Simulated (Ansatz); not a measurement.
## Hf2CF2 MXene monolayer in a perpendicular field

What dipole does a perpendicular field induce in the Hf2CF2 MXene monolayer? A positive field points along +c.

Method: plane-wave DFT, PBE-D3(BJ), Ansatz PAW, in Ansatz 0.2.0.

**1. Starting point**

The cell holds 5 atoms: 2 F, 2 Hf and 1 C. Its edges and angles: a = 3.289 Å, b = 3.289 Å, c = 40.191 Å, α = 90.0°, β = 90.0°, γ = 120.0°. Vacuum lies along c.

**2. Relaxation**

The starting cell is a guess, so the in-plane lattice and the atoms are relaxed first, with the slab cut off from its images along the normal.

The input, input.yaml:

```yaml
crystal:
  lattice:
    - [3.289, 0.0, 0.0]
    - [-1.6445, 2.848357553, 0.0]
    - [0.0, 0.0, 40.1906824045]
  atoms:
    - { symbol: F, position: [0.3333333333, 0.6666666667, 0.4428887228] }
    - { symbol: Hf, position: [0.6666666667, 0.3333333333, 0.4677101334] }
    - { symbol: C, position: [0.0, 0.0, 0.5] }
    - { symbol: Hf, position: [0.3333333333, 0.6666666667, 0.5322898666] }
    - { symbol: F, position: [0.6666666667, 0.3333333333, 0.5571112772] }
  periodic: [true, true, false]
kpoints:
  mp_grid: { grid: [12, 12, 1] }
hamiltonian:
  xc: pbe
  dispersion: d3bj
scf:
  occupations: { method: fermi_dirac, width: 0.05 }
  convergence: { dr2_threshold: 1.0e-09 }
relax:
  f_tol: 0.004
  max_steps: 90
  cell: {}
output:
  write_potential: true
  write_density: true
  volumetric_format: npy
```

Launch:

```console
ansatz run input.yaml --threads 2 --pin off --max-ram 3072MiB --backend cpu --events-out ev --progress --plain --runs-dir out
```

Numbers of over 12 decimals in the logs are rounded to 6 here.

Output:

```text
Warning: relax.cell: scf.convergence.dr2_threshold = 1e-9 eV is looser than the 2.34865266811e-10 eV advised for a relaxation that steers and ends on the stress (1e-10 eV for each atom of the cell: 5, times the square of relax.cell.stress_2d_tol = 0.05 N/m over 14.6 Å (the atoms' height at the walk's start and 5 Å past either face), 3.427e-2 GPa, over a crystal's default 0.05). What an SCF threshold leaves in a stress goes as its square root, and in the free energy as the threshold itself, and one threshold admits the most on a small cell: [figures from the program's tests cut] Set scf.convergence.dr2_threshold to 2.34865266811e-10 eV or tighter. [rest of the remark cut]
Engine: ansatz 0.2.0, aarch64-unknown-linux-gnu
Pseudopotentials: kind: paw
Pseudopotential: F, paw, valence charge 7, recommended cutoff 420 eV (normal), F.paw.azcp
Pseudopotential: Hf, paw, valence charge 26, recommended cutoff 420 eV (normal), Hf.paw.azcp
Pseudopotential: C, paw, valence charge 4, recommended cutoff 420 eV (normal), C.paw.azcp
Functional definition: PBE
  parameter kappa = 0.804
  parameter beta = 0.066725
  exchange = pbe_x(kappa = kappa, mu = beta*pi^2/3)
  correlation = pbe_c(beta = beta)
Crystal: 5 atoms, lattice volume = 376.516 Å³
Basis set: ecut = 420 eV, 7479 PW (Γ), exchange–correlation on 48×48×540 points (8 copies of the dense FFT grid, shifted against one another)
Bands: 42, of which v1, the nominal top of the filled ones, is band 35 counted from 1 (34 counted from 0)
Symmetry: 12 space group operations
Space group: P-3m1 (ITA 164), of the structure as read, at distance tolerance 7.2e-5 Å
k-points: 19 of 144
Non-local potential: F, projectors of the file, l = 0: 2, l = 1: 2, l = 2: 1
Non-local potential: Hf, projectors of the file, l = 0: 3, l = 1: 2, l = 2: 2, l = 3: 3
Non-local potential: C, projectors of the file, l = 0: 2, l = 1: 2, l = 2: 1
PAW form: soft (Blöchl's): semilocal exchange-correlation on the pseudo side does not see the compensation charge
PAW one-centre angular grid: F, 110 points (default); XC on 64 Gauss nodes
PAW one-centre angular grid: Hf, 590 points (default); XC on 64 Gauss nodes
PAW one-centre angular grid: C, 110 points (default); XC on 64 Gauss nodes
Initial density: superposition of atomic densities (neutral atoms: chi_scale 0, normalization atom), corrected by the library's trained network
Initial wavefunctions: pseudopotential atomic-orbital guess
Functional: x = pbe(κ = 0.804, μ = 0.219515), c = pbe(β = 0.066725)
SCF iter   1: F=—  HF=-33315.209963 eV  |F-HF|=—  |Δ(HF+E_count)|=         —  Δρ=2.72e-3  dr2=8.75e-2  ethr=1.77e-3  ⟨swp⟩=12.7  Hψ=4512  notcnv=0
preconditioner: auto → LDOS  [insulator: Δε(μ)=0.124 eV  Ē_g=17.929 eV  σ=0.050 eV  W_gap=0.55  n_scr=26 (ndim 8)  ℏωp=15.5 eV  f_vac=0.818  D(μ)=1.13/eV (n_scr^D=8)  ε∞_Penn≈1.8  β→1.0]
SCF iter   2: F=—  HF=-33315.205036 eV  |F-HF|=—  |Δ(HF+E_count)|=   4.93e-3  Δρ=2.83e-3  dr2=5.46e-2  ethr=1.25e-4  ⟨swp⟩=5.5  Hψ=2281  notcnv=0  defer=21
SCF iter   3: F=—  HF=-33315.196522 eV  |F-HF|=—  |Δ(HF+E_count)|=   8.51e-3  Δρ=6.88e-4  dr2=1.34e-2  ethr=7.81e-5  ⟨swp⟩=4.7  Hψ=2017  notcnv=0  defer=22
SCF iter   4: F=—  HF=-33315.194609 eV  |F-HF|=—  |Δ(HF+E_count)|=   1.91e-3  Δρ=5.76e-4  dr2=1.84e-3  ethr=1.91e-5  ⟨swp⟩=3.8  Hψ=1458  notcnv=0  defer=20
SCF iter   5: F=—  HF=-33315.194343 eV  |F-HF|=—  |Δ(HF+E_count)|=   2.66e-4  Δρ=1.05e-4  dr2=3.94e-5  ethr=2.63e-6  ⟨swp⟩=3.4  Hψ=1685  notcnv=0  defer=20
SCF iter   6: F=—  HF=-33315.194240 eV  |F-HF|=—  |Δ(HF+E_count)|=   1.03e-4  Δρ=3.59e-5  dr2=7.60e-6  ethr=5.63e-8  ⟨swp⟩=3.4  Hψ=1980  notcnv=0  defer=20
SCF iter   7: F=—  HF=-33315.194241 eV  |F-HF|=—  |Δ(HF+E_count)|=   1.35e-6  Δρ=1.51e-5  dr2=4.73e-7  ethr=1.09e-8  ⟨swp⟩=3.1  Hψ=1810  notcnv=0  defer=20
SCF iter   8: F=—  HF=-33315.194113 eV  |F-HF|=—  |Δ(HF+E_count)|=   1.28e-4  Δρ=3.31e-6  dr2=6.87e-8  ethr=6.76e-10  ⟨swp⟩=3.4  Hψ=1900  notcnv=0  defer=20
SCF iter   9: F=—  HF=-33315.194113 eV  |F-HF|=—  |Δ(HF+E_count)|=   3.64e-8  Δρ=2.77e-6  dr2=1.61e-8  ethr=9.82e-11  ⟨swp⟩=3.5  Hψ=1889  notcnv=0  defer=20
SCF iter  10: F=—  HF=-33315.194113 eV  |F-HF|=—  |Δ(HF+E_count)|=   2.08e-9  Δρ=7.54e-7  dr2=2.19e-9  ethr=2.30e-11  ⟨swp⟩=3.4  Hψ=1718  notcnv=0  defer=20
SCF iter  11: F=-33315.194113 eV  HF=-33315.194113 eV  |F-HF|=5.31e-10  |Δ(HF+E_count)|=   2.06e-9  Δρ=2.11e-7  dr2=2.38e-10  ethr=1.43e-12  ⟨swp⟩=13.1  Hψ=7823  notcnv=0
SCF 1 converged in 11 iterations: F = -33315.194113 eV  dr2 = 2.38e-10
  greatest PAW one-centre occupation: 0.998 electrons in one spin orbital (limit 2), on the Hf atom at site 3 (counted from 0), in its partial waves of l = 3
relax step   1: F+E_penalty+E_count = -33315.19411327 eV  Δ(F+E_penalty+E_count) = +0.000e0 eV  max|allowed force component| = 4.694e0 eV/Å  Δτ_max = 0.0000 Å  P = +5.695 N/m  Ω = 376.516 Å³  fix = [c, alpha, beta]  reactions: c +0.000 N/m  (11 SCF iters, accepted)
Crystal: 5 atoms, lattice volume = 372.688 Å³
Basis set: ecut = 420 eV, 7395 PW (Γ), exchange–correlation on 48×48×540 points (8 copies of the dense FFT grid, shifted against one another)
Initial density: handed on by an earlier stage of this run
Initial wavefunctions: those handed on with the density
iter 1 solved again at ethr=8.30e-4 eV; its pass at ethr=3.10e-3 eV (dr2=5.81e-1 eV) is discarded
SCF iter   1: F=—  HF=-33316.422412 eV  |F-HF|=—  |Δ(HF+E_count)|=         —  Δρ=1.16e-2  dr2=5.81e-1  ethr=8.30e-4  ⟨swp⟩=2.3  Hψ=5296  notcnv=0
preconditioner: auto → LDOS  [insulator: Δε(μ)=0.285 eV  Ē_g=17.712 eV  σ=0.050 eV  W_gap=0.74  n_scr=26 (ndim 8)  ℏωp=15.6 eV  f_vac=0.828  D(μ)=0.73/eV (n_scr^D=6)  ε∞_Penn≈1.8  β→1.0]
SCF iter   2: F=—  HF=-33316.384365 eV  |F-HF|=—  |Δ(HF+E_count)|=   3.80e-2  Δρ=1.00e-2  dr2=4.87e-1  ethr=8.30e-4  ⟨swp⟩=5.6  Hψ=2688  notcnv=0  defer=21
SCF iter   3: F=—  HF=-33316.243626 eV  |F-HF|=—  |Δ(HF+E_count)|=   1.41e-1  Δρ=2.49e-3  dr2=3.32e-2  ethr=6.96e-4  ⟨swp⟩=4.4  Hψ=2007  notcnv=0  defer=32
SCF iter   4: F=—  HF=-33316.237183 eV  |F-HF|=—  |Δ(HF+E_count)|=   6.44e-3  Δρ=5.50e-4  dr2=1.00e-3  ethr=4.74e-5  ⟨swp⟩=3.6  Hψ=1968  notcnv=0  defer=31
SCF iter   5: F=—  HF=-33316.237386 eV  |F-HF|=—  |Δ(HF+E_count)|=   2.03e-4  Δρ=2.42e-4  dr2=1.50e-4  ethr=1.43e-6  ⟨swp⟩=3.5  Hψ=1977  notcnv=0  defer=31
SCF iter   6: F=—  HF=-33316.237437 eV  |F-HF|=—  |Δ(HF+E_count)|=   5.09e-5  Δρ=1.02e-4  dr2=3.11e-5  ethr=2.15e-7  ⟨swp⟩=3.3  Hψ=1969  notcnv=0  defer=31
SCF iter   7: F=—  HF=-33316.237538 eV  |F-HF|=—  |Δ(HF+E_count)|=   1.02e-4  Δρ=2.70e-5  dr2=1.83e-6  ethr=4.44e-8  ⟨swp⟩=3.1  Hψ=1787  notcnv=0  defer=31
[...]
SCF iter   8: F=—  HF=-33316.514421 eV  |F-HF|=—  |Δ(HF+E_count)|=   1.15e-4  Δρ=3.65e-6  dr2=3.32e-8  ethr=9.92e-10  ⟨swp⟩=3.4  Hψ=1999  notcnv=0  defer=28
SCF iter   9: F=—  HF=-33316.514421 eV  |F-HF|=—  |Δ(HF+E_count)|=   1.03e-7  Δρ=8.67e-7  dr2=2.35e-9  ethr=4.74e-11  ⟨swp⟩=3.6  Hψ=1718  notcnv=0  defer=28
SCF iter  10: F=-33316.514421 eV  HF=-33316.514421 eV  |F-HF|=5.49e-9  |Δ(HF+E_count)|=   3.68e-8  Δρ=2.98e-7  dr2=1.93e-10  ethr=1.43e-12  ⟨swp⟩=12.7  Hψ=7303  notcnv=0
SCF 3 converged in 10 iterations: F = -33316.514421 eV  dr2 = 1.93e-10
relax step   3: F+E_penalty+E_count = -33316.51442133 eV  Δ(F+E_penalty+E_count) = -2.770e-1 eV  max|allowed force component| = 4.425e-1 eV/Å  Δτ_max = 0.1966 Å  P = +0.326 N/m  Ω = 364.165 Å³  energy of the carried Pulay correction = +6.648e-3 eV  fix = [c, alpha, beta]  reactions: c +0.000 N/m  (10 SCF iters, accepted)
[...]
relax step   4: F+E_penalty+E_count = -33316.53439730 eV  Δ(F+E_penalty+E_count) = -1.998e-2 eV  max|allowed force component| = 5.878e-2 eV/Å  Δτ_max = 0.0577 Å  P = +0.301 N/m  Ω = 368.840 Å³  energy of the carried Pulay correction = +4.106e-3 eV  fix = [c, alpha, beta]  reactions: c +0.000 N/m  (9 SCF iters, accepted)
[...]
relax step   5: F+E_penalty+E_count = -33316.53422694 eV  Δ(F+E_penalty+E_count) = +1.704e-4 eV  max|allowed force component| = 1.487e-2 eV/Å  Δτ_max = 0.0070 Å  P = -0.248 N/m  Ω = 369.781 Å³  energy of the carried Pulay correction = +3.598e-3 eV  fix = [c, alpha, beta]  reactions: c -0.000 N/m  (7 SCF iters, accepted)
[...]
relax step   6: F+E_penalty+E_count = -33316.53466725 eV  Δ(F+E_penalty+E_count) = -4.403e-4 eV  max|allowed force component| = 4.615e-4 eV/Å  Δτ_max = 0.0004 Å  P = -0.006 N/m  Ω = 369.193 Å³  energy of the carried Pulay correction = +3.916e-3 eV  fix = [c, alpha, beta]  reactions: c -0.000 N/m  (6 SCF iters, accepted)
[...]
relax step   7: F+E_penalty+E_count = -33316.53124298 eV  Δ(F+E_penalty+E_count) = +3.424e-3 eV  max|allowed force component| = 9.730e-4 eV/Å  Δτ_max = 0.0000 Å  P = -0.082 N/m  Ω = 369.193 Å³  fix = [c, alpha, beta]  reactions: c -0.000 N/m  stress off target by 8.19e-2 N/m on what of the cell is left free  SCF on the basis re-selected at this cell (its energy is not comparable with the rows above)  (5 SCF iters)
[...]
relax step   8: F+E_penalty+E_count = -33316.53140183 eV  Δ(F+E_penalty+E_count) = -1.588e-4 eV  max|allowed force component| = 4.272e-4 eV/Å  Δτ_max = 0.0008 Å  P = +0.000 N/m  Ω = 368.937 Å³  energy of the carried Pulay correction = +1.420e-4 eV  fix = [c, alpha, beta]  reactions: c +0.000 N/m  (5 SCF iters, accepted)
iter 1 solved again at ethr=3.98e-7 eV; its pass at ethr=3.10e-3 eV (dr2=2.78e-4 eV) is discarded
SCF iter   1: F=—  HF=-33316.531333 eV  |F-HF|=—  |Δ(HF+E_count)|=         —  Δρ=3.94e-6  dr2=1.64e-8  ethr=3.98e-7  ⟨swp⟩=6.1  Hψ=8230  notcnv=0
eigensolver tolerance schedule: the retry pair's looser diagonalisation over-reported the residual by 16970.93 of it (diagonalisation noise at an unbounded share of the residual, at the tolerance the schedule requests for it); recorded, not acted on — ethr = c·dr2/N_el stays at c = 1.0e-1
SCF iter   2: F=—  HF=-33316.531304 eV  |F-HF|=—  |Δ(HF+E_count)|=   2.90e-5  Δρ=5.17e-6  dr2=4.51e-8  ethr=2.34e-11  ⟨swp⟩=7.1  Hψ=4190  notcnv=0
SCF iter   3: F=—  HF=-33316.531304 eV  |F-HF|=—  |Δ(HF+E_count)|=   7.47e-9  Δρ=1.34e-6  dr2=2.56e-9  ethr=2.34e-11  ⟨swp⟩=2.8  Hψ=1526  notcnv=0
SCF iter   4: F=-33316.531304 eV  HF=-33316.531304 eV  |F-HF|=3.35e-10  |Δ(HF+E_count)|=  4.44e-10  Δρ=7.48e-7  dr2=8.60e-10  ethr=1.43e-12  ⟨swp⟩=16.3  Hψ=9363  notcnv=0
SCF 9 converged in 4 iterations: F = -33316.531304 eV  dr2 = 8.60e-10
relax step   9: F+E_penalty+E_count = -33316.53130374 eV  Δ(F+E_penalty+E_count) = +9.808e-5 eV  max|allowed force component| = 4.381e-4 eV/Å  Δτ_max = 0.0000 Å  P = -0.002 N/m  Ω = 368.937 Å³  fix = [c, alpha, beta]  reactions: c -0.000 N/m  stress off target by 1.56e-3 N/m on what of the cell is left free  SCF on the basis re-selected at this cell (its energy is not comparable with the rows above)  (4 SCF iters)
basis re-selected at this cell: Δ(F+E_penalty+E_count) = +9.808e-5 eV, ΔP = -0.002 N/m vs the last step (what re-selecting the basis moved, of the pressure what is left beyond the Pulay correction that the steps carried, after the strain that the cell walked since its last selection, with what the two solves' SCF thresholds leave and, on support functions, any second-order correction that the steps lacked; it is no m [...]
WARN: The output density's exchange-correlation potential varies sharply where the density is thin. Do not read a vacuum level from v_tot or v_xc, or from such a field of the output density. On a cell that repeats whose density bears no net charge and no dipole along the vacuum's axis use v_es (v_loc + v_h of the components); under efield.dipole_correction with no amplitude use v_es + v_field, which holds any externa [...]
SCF converged after 4 iterations
Free energy (F): -33316.531304 eV
Harris-Foulkes:  -33316.531304 eV  (|F-HF|=3.35e-10)
Internal energy: -33316.519626 eV  (E = F + TS)
E sigma→0 (E₀):  -33316.525465 eV
Entropy (-TS):   -0.011678 eV (-2.336 meV/atom)
Fermi energy:    -3.721179 eV
--- Per-component energies (eV) ---
  E_band       = -1483.558098
  E_kinetic    = 1352.281105
  E_local      = -407611.187172  (includes V_loc(G=0)·N_el)
  E_nonlocal   = -2314.557378
  E_hartree    = 202589.484271
  E_xc         = -809.480150
  E_vxc        = -799.122135  (∫ρ·V_xc dr)
  E_paw        = -14354.219402  (= ΣΔE_a)
  E_vpaw       = 2710.057328  (= ΣTr[D̂ρ^β])
  E_aug_tail   = 0.004112  (compensation charges beyond the density's cutoff)
  E_ewald      = 187832.030815
  E_disp       = -0.875828  (pairwise vdW)
  E_smearing   = -0.011678  (= −TS)
  E_closure    = -0.000000  (closes the sum)
  Σ components = -33316.531304   (vs F -33316.531304, Δ=0.00e0)
--- Forces (eV/Å), atoms counted from 1 ---
  atom   1  F      0.00000000     0.00000000     0.00017032
  atom   2  Hf    -0.00000000    -0.00000000    -0.00043809
  atom   3  C     -0.00000000     0.00000000     0.00000000
  atom   4  Hf     0.00000000     0.00000000     0.00043809
  atom   5  F      0.00000000    -0.00000000    -0.00017032
  max |Σ_I F_I| component: 2.78e-17 eV/Å
--- 2D stress c σ (N/m, compression-positive) ---
       -0.001560       0.000000      -0.000000
        0.000000      -0.001560      -0.000000
       -0.000000      -0.000000      -0.000000
  P = ½ c Tr σ = -0.0016 N/m
--- Band table (eV; the first three rows and the last of 19) ---
  k-point 0: bands = [... 31 lower, -8.6110, -7.0935, -7.0935, -3.4383, -3.4383, -3.1227, -2.2257, -2.1221, ... 3 higher]
  k-point 1: bands = [... 31 lower, -8.5351, -7.3380, -7.1117, -3.7623, -3.2733, -3.0701, -2.0154, -1.9766, ... 3 higher]
  k-point 2: bands = [... 31 lower, -8.3597, -7.8439, -7.1446, -4.3948, -2.9006, -2.7997, -1.8717, -1.6560, ... 3 higher]
  k-point 18: bands = [... 31 lower, -8.5095, -8.5095, -7.4888, -3.2487, -2.4311, -2.4311, -0.7614, -0.1178, ... 3 higher]
  the weakly bound empty levels are not read free of the cell's end (no_gap_told)
--- Relaxed structure (7 steps of the walk, 7 accepted, 2 SCFs on fresh bases) ---
  F+E_penalty+E_count = -33316.53130374 eV   max|allowed force component| = 4.381e-4 eV/Å   (the final SCF, on the basis selected at the relaxed cell)
  cell:  # Å, volume = 368.9366 Å³
    - [3.255726, 0.0, 0]
    - [-1.627863, 2.819542, 0]
    - [0, 0, 40.1906824045]
  atoms:
    - { symbol: F, position: [0.333333, 0.666667, 0.436385] }
    - { symbol: Hf, position: [0.666667, 0.333333, 0.470083] }
    - { symbol: C, position: [0, 0, 0.5] }
    - { symbol: Hf, position: [0.333333, 0.666667, 0.529917] }
    - { symbol: F, position: [0.666667, 0.333333, 0.563615] }
```

The job ended after 1.8 min (2 threads of Arm Neoverse V2, shared host; peak memory 0.71 GiB).

Step by step:

| step | energy less that of the first step (eV) | largest force component (eV/Å) | volume (Å³) |
| --- | --- | --- | --- |
| 1 | 0.0000 | 4.6937 | 376.52 |
| 2 | -1.0433 | 2.5073 | 372.69 |
| 3 | -1.3203 | 0.4425 | 364.17 |
| 4 | -1.3403 | 0.0588 | 368.84 |
| 5 | -1.3401 | 0.0149 | 369.78 |
| 6 | -1.3406 | 0.0005 | 369.19 |
| 7* | -1.3371 | 0.0010 | 369.19 |
| 8 | -1.3373 | 0.0004 | 368.94 |
| 9* | -1.3372 | 0.0004 | 368.94 |

Relaxation steps marked * repeat the geometry before them on a plane-wave basis chosen anew for their cell, so energy and pressure can jump there.

Forces are held to the 12 operations that the run works with; a distortion that breaks them can't arise in this run.

| cell as run | before | after | change |
| --- | --- | --- | --- |
| a (Å) | 3.289 | 3.256 | -1.0 % |
| b (Å) | 3.289 | 3.256 | -1.0 % |

The atoms that moved most (Å, along periodic axes as changes of fractional coordinates times the final cell, across vacuum about the mean position):

| atom | dx | dy | dz | length |
| --- | --- | --- | --- | --- |
| F5 | 0.000 | 0.000 | 0.261 | 0.261 |
| F1 | 0.000 | 0.000 | -0.261 | 0.261 |
| Hf4 | 0.000 | 0.000 | -0.095 | 0.095 |
| Hf2 | 0.000 | 0.000 | 0.095 | 0.095 |

Final coordinates:

```xyz
5
Lattice="3.2557 0.0000 0.0000 -1.6279 2.8195 0.0000 0.0000 0.0000 40.1907" Properties=species:S:1:pos:R:3
F     0.0000    1.8797   17.5386
Hf    1.6279    0.9398   18.8929
C     0.0000    0.0000   20.0953
Hf    0.0000    1.8797   21.2977
F     1.6279    0.9398   22.6521
```

This step gave:

* energy at zero smearing: -33316.5255 eV

The lattice constant a goes from 3.289 to 3.256 Å.

(Part 1 of 2 ends here.)

[Logs are printed without paths, hosts, clocks, repeated set-up lines and the standing remarks that a program may print on its own settings, such as how far it seeks lower states.]

[Hosts, paths, dates, database ids (printed as entryN), source tags and the programs' standing remarks are cut or masked in the printed files.]

[Maps of the electrostatic potential energy from Ansatz leave out the sawtooth potential of an applied field or a dipole correction, so their vacuum need not be flat; planar profiles and work functions include it.]
